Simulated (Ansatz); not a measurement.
# FeSi (P2_13) in Ansatz: equation of state

Aim: energy against volume of FeSi in PBEsol, for its equilibrium volume and stiffness.

Everything below comes from runs of Ansatz 0.2.0. Logs are shortened: lines on timing, memory, paths and dates and some standing lists are left out, and cuts for length are marked.

### Step 1. The crystal as given

The structure is cubic, space group P2_13 (No. 198). Conventional cell: a = 4.551 Å, b = 4.551 Å, c = 4.551 Å, α = 90.00°, β = 90.00°, γ = 90.00°. Fe (site symmetry 3) is surrounded by 7 Si at 2.32 to 2.55 Å. Si (site symmetry 3) has 7 Fe at 2.32 to 2.55 Å as nearest neighbours.

### Step 2. Equation of state, PBEsol, collinear spin, ferromagnetic start

Potentials or basis: all-electron LAPW, scalar-relativistic.

This step only gathers the single runs of the series.

Results:

- Equilibrium volume: 10.61 Å³/atom (rough: see the caveat)
- Bulk modulus at fixed shape and positions: 252 GPa (rough)

Energy against volume, from the lowest point:
| volume (Å³/atom) | energy (meV/atom) |
| --- | --- |
| 11.073 | 0.00 |
| 11.309 | 15.66 |
| 11.544 | 37.19 |
| 11.780 | 63.93 |
| 12.016 | 90.90 |
| 12.251 | 121.55 |
| 12.487 | 155.76 |

Caveat: the fit is doubtful: noisy points or a state that changes with volume; the minimum lies outside the volumes run; the cell was scaled at fixed shape and fractional positions, which overstates the stiffness of a crystal with free parameters, most of all of layers and chains; the starting moments weren't kept.
